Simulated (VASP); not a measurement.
# CdSe (P6_3mc) in VASP: further runs, part 2 of 2

VASP 6.6.1. The steps go on from the part before.

### 4 Relaxation of cell and atoms, PBE

File INCAR:

```
SYSTEM = CdSe
PREC = Accurate
ENCUT = 600
EDIFF = 1E-6
ISMEAR = 0
SIGMA = 0.02
LREAL = .False.
LASPH = .True.
NELM = 60
ALGO = Normal
ISIF = 3
LWAVE = .False.
LCHARG = .False.
GGA = PE
IBRION = 2
NSW = 100
EDIFFG = -0.01
```

File KPOINTS:

```
Automatic mesh
0
Gamma
  6 6 4
  0 0 0
```

File POSCAR:

```
CdSe
1.0
    4.2985000500      0.0000000000      0.0000000000
   -2.1492500300      3.7226102500      0.0000000000
    0.0000000000      0.0000000000      7.0152001400
Cd Se
2 2
Direct
    0.6666666700      0.3333333300      0.0000000000
    0.3333333300      0.6666666700      0.5000000000
    0.6666666700      0.3333333300      0.3750000000
    0.3333333300      0.6666666700      0.8750000000
```

Run with:

```sh
cat potpaw_PBE.64/Cd/POTCAR potpaw_PBE.64/Se/POTCAR > POTCAR
mpirun -np 1 vasp_std > vasp.out
```

Run time: 3.8 min. Hardware: 1 thread of Intel Xeon Platinum 8375C at 2.90GHz (Ice Lake), shared host; peak memory 0.29 GiB.

Results (log left out):

```yaml
Free_energy: -10.9889 eV
Relaxed_volume: 29.90 Å³/atom
Relaxed_cell: a = 4.388 Å, b = 4.388 Å, c = 7.170 Å, α = 90.00°, β = 90.00°, γ = 120.00°
Space_group_after_relaxing_to_0.1_Å: P6_3mc (No. 186)
Energy_gained_by_relaxing: 17.7 meV/atom
Ionic_steps: 3
Pressure_after_relaxing: 0.0 GPa
Largest_force_after_relaxing: 0.008 eV/Å
Band_gap_on_the_k_mesh: 0.53 eV
```

Forces on the atoms (eV/Å):
```
Cd   0.000  0.000 -0.008
Cd   0.000  0.000 -0.008
Se   0.000  0.000  0.008
Se   0.000  0.000  0.008
```

Step by step:
```csv
step,energy change (eV),largest force (eV/Å),pressure (GPa),volume (Å³)
1,0.0000,0.0199,3.27,112.25
2,-0.0654,0.0060,-0.78,121.82
3,-0.0709,0.0083,-0.01,119.59
```

Final structure:
```
Cd Se
1.0
     4.38849    0.00000    0.00000
    -2.19425    3.80054    0.00000
     0.00000    0.00000    7.17023
Cd Se
2 2
Direct
  0.66667 0.33333 0.99989
  0.33333 0.66667 0.49989
  0.66667 0.33333 0.37511
  0.33333 0.66667 0.87511
```

Levels at points of the mesh, in eV from the valence-band top:
| k point | band 14 | band 15 | band 16 | band 17 | band 18 | band 19 | band 20 | band 21 | band 22 |
| --- | --- | --- | --- | --- | --- | --- | --- | --- | --- |
| (0.00, 0.00, 0.00) | -0.68 | -0.68 | -0.05 | 0.00 | 0.00 | 0.53 | 2.14 | 5.85 | 5.85 |
| (0.50, 0.00, 0.00) | -3.40 | -2.41 | -1.66 | -1.19 | -0.67 | 3.08 | 3.33 | 4.78 | 5.91 |
| (0.00, 0.00, 0.50) | -2.53 | -0.36 | -0.36 | -0.36 | -0.36 | 2.25 | 2.25 | 5.75 | 5.75 |
| (0.50, 0.00, 0.50) | -3.92 | -1.24 | -1.24 | -1.20 | -1.20 | 2.89 | 2.89 | 4.83 | 4.83 |

Caveat: semilocal functionals underestimate gaps, and a narrow one can read as zero. As with any semilocal functional, this PBE gap is likely too small.

### 5 Single point, PBE

This run uses another cell than the first one, of 29.76 Å³/atom.

File INCAR:

```
SYSTEM = CdSe
PREC = Accurate
ENCUT = 520
EDIFF = 1E-6
ISMEAR = 0
SIGMA = 0.02
LREAL = .False.
LASPH = .True.
NELM = 80
ALGO = Normal
ISIF = 2
LWAVE = .False.
LCHARG = .False.
GGA = PE
NBANDS = 26
```

File KPOINTS:

```
Automatic mesh
0
Gamma
  12 12 6
  0 0 0
```

File POSCAR:

```
CdSe
1.0
    4.3837936038      0.0000000029      0.0000000000
   -2.1918968044      3.7964766244      0.0000000000
    0.0000000000      0.0000000000      7.1529442911
Cd Se
2 2
Direct
    0.6666666667      0.3333333333     -0.0003824329
    0.3333333333      0.6666666667      0.4996175671
    0.6666666667      0.3333333333      0.3753824329
    0.3333333333      0.6666666667      0.8753824329
```

Run with:

```sh
cat potpaw_PBE.64/Cd/POTCAR potpaw_PBE.64/Se/POTCAR > POTCAR
mpirun -np 1 vasp_std > vasp.out
```

Run time: 5 min. Hardware: 1 thread of Intel Xeon Platinum 8375C at 2.90GHz (Ice Lake), shared host; peak memory 0.38 GiB.

Results (log left out):

```
Free energy            : -10.9956 eV
Pressure               : 0.2 GPa
Band gap on the k mesh : 0.54 eV
```

Levels at points of the mesh, in eV from the valence-band top:
| k point | band 15 | band 16 | band 17 | band 18 | band 19 | band 20 | band 21 | band 22 |
| --- | --- | --- | --- | --- | --- | --- | --- | --- |
| (0.00, 0.00, 0.00) | -0.69 | -0.04 | 0.00 | 0.00 | 0.54 | 2.14 | 5.85 | 5.85 |
| (0.50, 0.00, 0.00) | -2.42 | -1.68 | -1.20 | -0.68 | 3.09 | 3.33 | 4.79 | 5.94 |
| (0.00, 0.00, 0.50) | -0.36 | -0.36 | -0.36 | -0.36 | 2.26 | 2.26 | 5.76 | 5.76 |
| (0.50, 0.00, 0.50) | -1.24 | -1.24 | -1.21 | -1.21 | 2.90 | 2.90 | 4.83 | 4.83 |

Caveat: semilocal functionals underestimate gaps, and a narrow one can read as zero.

### 6 Single point, PBE

This run uses another cell than the first one, of 29.76 Å³/atom.

File INCAR:

```
PREC = Accurate ; ENCUT = 520
EDIFF = 1E-6 ; ISMEAR = 0
SIGMA = 0.02 ; LREAL = False
LASPH = True ; NELM = 100
ALGO = Normal ; ISIF = 2
LWAVE = False ; LCHARG = True
GGA = PE ; LELF = True
LVHAR = True ; NBANDS = 26
```

File KPOINTS:

```
Automatic mesh
0
Gamma
  12 12 6
```

POSCAR is that of step 5.

Potentials or basis: VASP PAW PBE potentials, release 64 (Cd, Se).

Run with:

```sh
cat potpaw_PBE.64/Cd/POTCAR potpaw_PBE.64/Se/POTCAR > POTCAR
mpirun -np 1 vasp_std > vasp.out
```

OUTCAR:

```text
PREC = Accurate
   ENCUT = 520
   EDIFF = 1E-6
   ISMEAR = 0
   LREAL = False
   LASPH = True
   NELM = 100
   ISIF = 2
   GGA = PE

 ion  position               nearest neighbor table
   1  0.667  0.333  1.000-   4 2.68   4 2.68   4 2.68   3 2.69
   2  0.333  0.667  0.500-   3 2.68   3 2.68   3 2.68   4 2.69
   3  0.667  0.333  0.375-   2 2.68   2 2.68   2 2.68   1 2.69
   4  0.333  0.667  0.875-   1 2.68   1 2.68   1 2.68   2 2.69

  LATTYP: Found a hexagonal cell.
 ALAT       =     4.3837936038
 C/A-ratio  =     1.6316790747

  Lattice vectors:

 A1 = (   4.3837936038,   0.0000000029,   0.0000000000)
 A2 = (  -2.1918968044,   3.7964766244,   0.0000000000)
 A3 = (   0.0000000000,   0.0000000000,   7.1529442911)

Analysis of symmetry for initial positions (statically):
=====================================================================
 Subroutine PRICEL returns:
 Original cell was already a primitive cell.

 Routine SETGRP: Setting up the symmetry group for a
 hexagonal supercell.

 Subroutine GETGRP returns: Found 12 space group operations
 (whereof  6 operations were pure point group operations)
 out of a pool of 24 trial point group operations.

The static configuration has the point symmetry C_3v.
 The point group associated with its full space group is C_6v.

Analysis of symmetry for dynamics (positions and initial velocities):
=====================================================================
 Subroutine PRICEL returns:
 Original cell was already a primitive cell.

 Routine SETGRP: Setting up the symmetry group for a
 hexagonal supercell.

 Subroutine GETGRP returns: Found 12 space group operations
 (whereof  6 operations were pure point group operations)
 out of a pool of 24 trial point group operations.

The dynamic configuration has the point symmetry C_3v.
 The point group associated with its full space group is C_6v.

 Subroutine INISYM returns: Found 12 space group operations
 (whereof  6 operations are pure point group operations),
 and found     1 'primitive' translations

----------------------------------------------------------------------------------------

                                     Primitive cell

  volume of cell :     119.0462

  direct lattice vectors                    reciprocal lattice vectors
     4.383793604  0.000000003  0.000000000     0.228112929  0.131701061  0.000000000
    -2.191896804  3.796476624  0.000000000    -0.000000000  0.263402122  0.000000000
     0.000000000  0.000000000  7.152944291     0.000000000  0.000000000  0.139802571

  length of vectors
     4.383793604  4.383793604  7.152944291     0.263402122  0.263402122  0.139802571

  position of ions in fractional coordinates (direct lattice)
     0.666666667  0.333333333  0.999617567
     0.333333333  0.666666667  0.499617567
     0.666666667  0.333333333  0.375382433
     0.333333333  0.666666667  0.875382433

  ion indices of the primitive-cell ions
   primitive index   ion index
                 1           1
                 2           2
                 3           3
                 4           4

----------------------------------------------------------------------------------------

 KPOINTS: Automatic mesh

Automatic generation of k-mesh.
 Grid dimensions read from file:
 generate k-points for:   12   12    6

 Generating k-lattice:

  Cartesian coordinates                     Fractional coordinates (reciprocal lattice)
     0.019009411  0.010975088  0.000000000     0.083333333  0.000000000  0.000000000
    -0.000000000  0.021950177  0.000000000     0.000000000  0.083333333  0.000000000
     0.000000000  0.000000000  0.023300428     0.000000000  0.000000000  0.166666667

  Length of vectors
     0.021950177  0.021950177  0.023300428

  Shift w.r.t. Gamma in fractional coordinates (k-lattice)
     0.000000000  0.000000000  0.000000000

 Subroutine IBZKPT returns following result:
 ===========================================

 Found     76 irreducible k-points:

 Following reciprocal coordinates:
            Coordinates               Weight
  0.000000  0.000000  0.000000      1.000000
  0.083333  0.000000  0.000000      6.000000
  0.166667  0.000000  0.000000      6.000000
  0.250000  0.000000  0.000000      6.000000
  0.333333  0.000000  0.000000      6.000000
  0.416667  0.000000  0.000000      6.000000
[... 16 lines left out ...]
  0.250000  0.000000  0.166667     12.000000
  0.333333  0.000000  0.166667     12.000000
 [... further k-points ...]
   k-points           NKPTS =     76   k-points in BZ     NKDIM =     76   number of bands    NBANDS=     26
   number of dos      NEDOS =    301   number of ions     NIONS =      4
   total plane-waves  NPLWV =  69984
   dimension x,y,z NGX =    36 NGY =   36 NGZ =   54
   dimension x,y,z NGXF=    72 NGYF=   72 NGZF=  108
   ions per type =               2   2
   NGX,Y,Z   is equivalent  to a cutoff of  13.65, 13.65, 12.55 a.u.
   NGXF,Y,Z  is equivalent  to a cutoff of  27.30, 27.30, 25.10 a.u.
 SYSTEM =  unknown system
   PREC   = accura    normal or accurate (medium, high low for compatibility)
   ISTART =      0    job   : 0-new  1-cont  2-samecut
   ICHARG =      2    charge: 1-file 2-atom 10-const
   ISPIN  =      1    spin polarized calculation?
   LNONCOLLINEAR =      F non collinear calculations
   LSORBIT =      F    spin-orbit coupling
   LASPH  =      T    aspherical Exc in radial PAW
   ENCUT  =  520.0 eV  38.22 Ry    6.18 a.u.   8.15  8.15 13.30*2*pi/ulx,y,z
   NELM   =    100;   NELMIN=  2; NELMDL= -5     # of ELM steps
   EDIFF  = 0.1E-05   stopping-criterion for ELM
   LREAL  =      F    real-space projection
   EDIFFG = 0.1E-04   stopping-criterion for IOM
   NSW    =      0    number of steps for IOM
   IBRION =     -1    ionic relax: 0-MD 1-quasi-New 2-CG
   NFREE  =      0    steps in history (QN), initial steepest desc. (CG)
   ISIF   =      2    stress and relaxation
   ISYM   =      2    0-nonsym 1-usesym 2-fastsym
   POTIM  = 0.5000    time-step for ionic-motion
   TEBEG  =    0.0;   TEEND  =   0.0 temperature during run
   PSTRESS=    0.0 pullay stress
   NELECT =      36.0000    total number of electrons
   NUPDOWN=      -1.0000    fix difference up-down
   EMIN   =  10.00;   EMAX   =-10.00  energy-range for DOS
   EFERMI =   0.00;   METHOD = LEGACY
   ISMEAR =     0;   SIGMA  =   0.02  broadening in eV -4-tet -1-fermi 0-gaus
   EFERMI_NEDOS =   21; number of points for ismear=-14 and -15
   IALGO  =     38    algorithm
   IMIX   =      4    mixing-type and parameters
     AMIX     =   0.40;   BMIX     =  1.00
     AMIX_MAG =   1.60;   BMIX_MAG =  1.00
  volume/ion in A,a.u.               =      29.76       200.84
  Fermi-wavevector in a.u.,A,eV,Ry     =   1.098847  2.076519 16.428546  1.207464
  Thomas-Fermi vector in A             =   2.235231
   LORBIT       =      0    0 simple, 1 ext, 2 COOP (PROOUT), +10 PAW based schemes
   GGA     = PE    functional components
   LHFCALC =     F    Hartree Fock is set to
   AEXX    =    0.0000 exact exchange contribution
   IVDW    =     0    specifies the selected vdW correction
   LEPSILON=     F    determine dielectric tensor
   LRPA    =     F    only Hartree local field effects (RPA)
 non-spin polarized calculation
 Gauss-broadening in eV      SIGMA  =   0.02
  energy-cutoff  :      520.00
  volume of cell :      119.05
 maximum number of plane-waves:      3240
 NGX is ok and might be reduce to    36
   NGX = 17   NGY = 17   NGZ = 27

 number of electron      36.0000015 magnetization

 Free energy of the ion-electron system (eV)
  ---------------------------------------------------
  ext. energy  EPLUGINS =         0.00000000
  ---------------------------------------------------
  free energy    TOTEN  =       -10.99562626 eV

  energy without entropy =      -10.99562626  energy(sigma->0) =      -10.99562626

 E-fermi :   0.6524     XC(G=0):  -8.6256

 val. band max:        0.5139323679   @ k =   0.0000   0.0000   0.0000
 cond. band min:       1.0552557407   @ k =   0.0000   0.0000   0.0000
 fundamental gap:      0.5413233728
 Fermi energy:         0.6523596389

 k-point     1 :       0.0000    0.0000    0.0000
  band No.  band energies     occupation
      1     -11.7857      2.00000
      2     -11.4565      2.00000
      3      -7.2418      2.00000
      4      -7.2362      2.00000
      5      -7.2362      2.00000
      6      -7.1784      2.00000
[... 685 lines left out ...]
     25       8.0369      0.00000
     26       8.8121      0.00000

 [... further k-points ...]

------------------------ aborting loop because EDIFF is reached ----------------------------------------

  FORCE on cell =-STRESS in cart. coord.  units (eV):
  Direction    XX          YY          ZZ          XY          YZ          ZX
  --------------------------------------------------------------------------------------
  -------------------------------------------------------------------------------------
  Total        0.1681516      0.1681516      0.1916581      0.0000000      0.0000000      0.0000000
  in kB        2.2630586      2.2630586      2.5794201      0.0000000      0.0000000      0.0000000
  external PRESSURE =       2.3685125 kB  Pullay stress =       0.0000000 kB

 VOLUME and BASIS-vectors are now :
 -----------------------------------------------------------------------------
  energy-cutoff  :      520.00
  volume of cell :      119.05
      direct lattice vectors                 reciprocal lattice vectors
     4.383793604  0.000000003  0.000000000     0.228112929  0.131701061  0.000000000
    -2.191896804  3.796476624  0.000000000    -0.000000000  0.263402122  0.000000000
     0.000000000  0.000000000  7.152944291     0.000000000  0.000000000  0.139802571

 POSITION                                       TOTAL-FORCE (eV/Angst)
 -----------------------------------------------------------------------------------
      2.19190      1.26549      7.15021         0.000000     -0.000000     -0.001174
     -0.00000      2.53098      3.57374        -0.000000      0.000000     -0.001174
      2.19190      1.26549      2.68509        -0.000000     -0.000000      0.001174
     -0.00000      2.53098      6.26156        -0.000000      0.000000      0.001174
 -----------------------------------------------------------------------------------
    total drift:                               -0.000000     -0.000000      0.000441

  FREE ENERGIE OF THE ION-ELECTRON SYSTEM (eV)
  ---------------------------------------------------
  free  energy   TOTEN  =       -10.9956262587 eV

  energy  without entropy=      -10.9956262587  energy(sigma->0) =      -10.99562626
```

OSZICAR:

```text
N       E                     dE             d eps       ncg     rms          rms(c)
DAV:   1     0.238436987821E+03    0.23844E+03   -0.16889E+04  3960   0.123E+03
DAV:   2     0.118055113827E+01   -0.23726E+03   -0.22926E+03  4380   0.304E+02
DAV:   3    -0.116557472831E+02   -0.12836E+02   -0.12769E+02  4672   0.704E+01
DAV:   4    -0.117635665726E+02   -0.10782E+00   -0.10773E+00  4442   0.621E+00
DAV:   5    -0.117642351830E+02   -0.66861E-03   -0.66859E-03  4442   0.470E-01    0.781E+00
DAV:   6    -0.110270522235E+02    0.73718E+00   -0.12765E+00  4472   0.105E+01    0.628E+00
DAV:   7    -0.109952489578E+02    0.31803E-01   -0.47161E-01  4150   0.345E+00    0.258E+00
DAV:   8    -0.109952741495E+02   -0.25192E-04   -0.42056E-02  4096   0.201E+00    0.358E-01
DAV:   9    -0.109953515261E+02   -0.77377E-04   -0.61794E-03  4362   0.865E-01    0.892E-02
DAV:  10    -0.109955422952E+02   -0.19077E-03   -0.75384E-04  4100   0.284E-01    0.708E-02
DAV:  11    -0.109956356586E+02   -0.93363E-04   -0.23344E-04  4080   0.849E-02    0.270E-02
DAV:  12    -0.109956243197E+02    0.11339E-04   -0.34116E-05  4304   0.563E-02    0.851E-03
DAV:  13    -0.109956263554E+02   -0.20357E-05   -0.12167E-05  4056   0.151E-02    0.903E-03
DAV:  14    -0.109956262587E+02    0.96769E-07   -0.75408E-07  3032   0.485E-03
   1 F= -.10995626E+02 E0= -.10995626E+02  d E =-.409232E-25
```

stdout:

```text
POSCAR found type information on POSCAR CdSe
 POSCAR found :  2 types and       4 ions
 scaLAPACK will be used
 LDA part: xc-table for (Slater+PW92), standard interpolation
 POSCAR, INCAR and KPOINTS ok, starting setup
 FFT: planning ... GRIDC
 FFT: planning ... GRID_SOFT
 FFT: planning ... GRID
 WAVECAR not read
 entering main loop
```

Wall time 5.8 min (1 thread of Intel Xeon Platinum 8375C at 2.90GHz (Ice Lake), shared host); peak memory 0.38 GiB.

Results:

| Quantity | Value |
| --- | --- |
| Free energy | -10.9956 eV |
| Pressure | 0.2 GPa |
| Band gap on the k mesh | 0.54 eV |

Levels at points of the mesh, in eV from the valence-band top:
| k point | band 14 | band 15 | band 16 | band 17 | band 18 | band 19 | band 20 | band 21 | band 22 | band 23 |
| --- | --- | --- | --- | --- | --- | --- | --- | --- | --- | --- |
| (0.00, 0.00, 0.00) | -0.69 | -0.69 | -0.04 | 0.00 | 0.00 | 0.54 | 2.14 | 5.85 | 5.85 | 6.13 |
| (0.50, 0.00, 0.00) | -3.42 | -2.42 | -1.68 | -1.20 | -0.68 | 3.09 | 3.33 | 4.79 | 5.94 | 6.44 |
| (0.00, 0.00, 0.50) | -2.53 | -0.36 | -0.36 | -0.36 | -0.36 | 2.26 | 2.26 | 5.76 | 5.76 | 6.24 |
| (0.50, 0.00, 0.50) | -3.94 | -1.24 | -1.24 | -1.21 | -1.21 | 2.90 | 2.90 | 4.83 | 4.83 | 7.56 |

Caveat: semilocal functionals underestimate gaps, and a narrow one can read as zero.

### 7 Summary

```tsv
task	cell	k mesh	cutoff (eV)	smearing	gap on the mesh (eV)	pressure (GPa)	largest force (eV/Å)
single point	a = 4.299, b = 4.299, c = 7.015 Å, angles 90.0, 90.0, 120.0°, 4 atoms, atomic positions A	6 × 6 × 4	520	gaussian 0.1 eV	0.67	3.3	0.02
single point	a = 4.384, b = 4.384, c = 7.153 Å, angles 90.0, 90.0, 120.0°, 4 atoms, atomic positions B	6 × 6 × 4	520	gaussian 0.02 eV	0.54	0.2	-
relaxation of cell and atoms	relaxed from a = 4.299, b = 4.299, c = 7.015 Å, angles 90.0, 90.0, 120.0°, 4 atoms, atomic positions A	6 × 6 × 4	600	gaussian 0.02 eV	0.53	0.0	0.01
single point	a = 4.384, b = 4.384, c = 7.153 Å, angles 90.0, 90.0, 120.0°, 4 atoms, atomic positions B	12 × 12 × 6	520	gaussian 0.02 eV	0.54	0.2	-
```

Alike in all rows: level PBE; potentials or basis VASP PAW PBE potentials, release 64 (Cd, Se); no spin polarisation.

Caveats: semilocal functionals underestimate gaps, and a narrow one can read as zero; the cell stands under pressure (at least some runs).

Absolute energies hang on the potentials; compare differences alone.

### 8 Against experiment

Step 3. A measured gap of CdSe is 1.841 eV (2 K; a printed reference work, data compilation); the calculated 0.54 eV misses it by -1.30 eV. So large a miss can be the level of theory's own, or it may mean another phase, state or a wrong row. Spin-orbit coupling on Cd, Se is left out. The value is that of PBE, without temperature or zero-point motion. Semilocal functionals fall short of measured gaps as a rule.

Step 5. Measured gap of CdSe: 1.841 eV (2 K; a printed reference work, data compilation). This calculation gives 0.54 eV (-1.30 eV). So large a miss can be the level of theory's own, or it may mean another phase, state or a wrong row. Spin-orbit coupling on Cd, Se is left out. The value is that of PBE, without temperature or zero-point motion. Semilocal functionals fall short of measured gaps as a rule.

Step 6. A measured gap of CdSe is 1.841 eV (2 K; a printed reference work, data compilation); the calculated 0.54 eV misses it by -1.30 eV. So large a miss can be the level of theory's own, or it may mean another phase, state or a wrong row. Spin-orbit coupling on Cd, Se is left out. The value is that of PBE, without temperature or zero-point motion. Semilocal functionals fall short of measured gaps as a rule.
